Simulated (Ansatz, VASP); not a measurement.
# W: VASP beside Ansatz

File INCAR:

```
ALGO = Normal
EDIFF = 1E-6
ENCUT = 520
GGA = RP
ISIF = 2
ISMEAR = -1
LASPH = True
LCHARG = True
LELF = True
LREAL = False
LVHAR = True
LWAVE = False
NBANDS = 13
NELM = 80
PREC = Accurate
SIGMA = 0.05
```

KPOINTS

```
k-points
0
Gamma
  14 14 14
```

POSCAR

```
W
1.0
    0.0000000000      2.0467776204      2.0467776204
    2.0467776204      0.0000000000      2.0467776204
    2.0467776204      2.0467776204      0.0000000000
W
1
Direct
    0.0000000000      0.0000000000      0.0000000000
```

Input for Ansatz:

```yaml
crystal:
  lattice:
    - [0.0, 2.0467776204, 2.0467776204]
    - [2.0467776204, 0.0, 2.0467776204]
    - [2.0467776204, 2.0467776204, 0.0]
  atoms:
    - { symbol: W, position: [0.0, 0.0, 0.0] }
kpoints:
  mp_grid: { grid: [14, 14, 14] }
scf:
  occupations: { method: fermi_dirac, width: 0.05 }
hamiltonian:
  xc: rpbe
  pseudopotentials: { kind: all_electron, lapw: { basis_error: 0.00025 } }
output:
  forces: true
  stress: true
  eigenvalues: true
```

This isn't the form of W at room conditions, which is bcc.

Alike in both runs: task single point; functional RPBE; k mesh 14 × 14 × 14; occupations fermi-dirac, width 0.05 eV; no spin polarisation.

```csv
,VASP,Ansatz
version,VASP 6.6.1,Ansatz 0.2.0
potentials or method,"VASP PAW PBE potentials, release 64 (W_sv)","all-electron LAPW, scalar-relativistic"
plane-wave cutoff (eV),520,see its input
```

```tsv
	VASP	Ansatz	Ansatz less VASP
gap on the k mesh at the Fermi level (eV)	none	none	-
pressure (GPa)	-7.1	-7.4	-0.22
```

A gap of «none» marks a metal or a gap that the smearing closes. Ansatz ran all-electron here, so the differences hold the error of VASP's frozen core and of both bases.

Caveats: the PAW data sets were made with another functional, which shifts forces and pressure a little (VASP). The runs have no spin-orbit coupling, so splittings on W are missing.
